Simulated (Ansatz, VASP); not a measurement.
# GaSb in VASP and in Ansatz

```
Ga Sb
1.0
     0.00000    3.06647    3.06647
     3.06647    0.00000    3.06647
     3.06647    3.06647    0.00000
Ga Sb
1 1
Direct
  0.00000 0.00000 0.00000
  0.25000 0.25000 0.25000
```

Alike in both runs: functional r2SCAN; k mesh 8 × 8 × 8; occupations gaussian, width 0.02 eV; no spin polarisation.

Ansatz relaxed the structure, and its values are those at the end. VASP's run is a single point on that final structure, the one shown.

|  | VASP | Ansatz |
| --- | --- | --- |
| version | VASP 6.6.1 | Ansatz 0.2.0 |
| potentials or method | VASP PAW PBE potentials, release 64 (Ga_d, Sb) | scalar-relativistic, plane waves, PAW |
| plane-wave cutoff (eV) | 520 | 500 |
| valence electrons in the cell | 18 | 28 |

VASP gave:

* gap on the k mesh at the Fermi level (eV): 0.39
* least direct gap on the mesh (eV): 0.39
* pressure (GPa): 0.1

**Question.** Which values does Ansatz return?

**Answer.** gap on the k mesh at the Fermi level (eV): 0.42; least direct gap on the mesh (eV): 0.42; pressure (GPa): 0.0.

The functional is the same, so the differences come from potentials, cutoffs and numerics. The two sets of potentials don't hold the same shells in valence.

Caveats: the PAW data sets were made with another functional, which shifts forces and pressure a little (VASP); spin-orbit coupling is left out, which moves the levels of the heavy elements.
